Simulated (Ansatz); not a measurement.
Runs of Ansatz 0.2.0 on Au. It takes space group Fm-3m (No. 225, cubic). Conventional cell: a = 4.070 Å, b = 4.070 Å, c = 4.070 Å, α = 90.00°, β = 90.00°, γ = 90.00°. Au (site symmetry m-3m) is surrounded by 12 Au at 2.88 Å. 

```csv
task,level,cell,k mesh,cutoff (eV),smearing,basis error allowed,mesh quality,gap on the mesh (eV),pressure (GPa),relaxed volume (Å³/atom)
single point,PBE,as given,4 × 4 × 4,221,fermi-dirac 0.02 eV,0.003 eV/atom,coarse,none,(a),-
single point,PBE,as given,11 × 11 × 11,249,gaussian 0.05 eV,0.001 eV/atom,not flagged,none,10.8,-
relaxation of cell and atoms,LDA,relaxed,11 × 11 × 11,-,fermi-dirac 0.05 eV,0.001 eV/atom,not flagged,-,0.0,16.58
single point,PBE,as given,11 × 11 × 11,249,gaussian 0.027 eV,0.001 eV/atom,not flagged,none,10.8,-
relaxation of cell and atoms,PBE+D3(BJ),relaxed,11 × 11 × 11,-,fermi-dirac 0.05 eV,0.001 eV/atom,not flagged,-,0.0,17.25
single point,PBE,as given,6 × 6 × 6,231,fermi-dirac 0.03 eV,0.002 eV/atom,coarse,none,(b),-
single point,PBE,as given,11 × 11 × 11,249,gaussian 0.011 eV,0.001 eV/atom,not flagged,none,10.8,-
single point,PBE,as given,4 × 4 × 4,231,fermi-dirac 0.03 eV,0.002 eV/atom,coarse,none,13.1,-
```

Alike in all rows: potentials or basis all-electron LAPW, scalar-relativistic; no spin polarisation.

Task: Estimate the missing entries.

Result: (a) 12.8; (b) 12.2.

Caveats: some runs use coarse meshes; the k mesh is thin for a metal, which can move the energy by tens of meV per atom (some runs).

A k mesh can miss the band edges, and the runs leave out spin-orbit coupling on Au.

A gap of «none» marks a metal or a gap under the smearing width.

Not every run made on this cell is shown here.
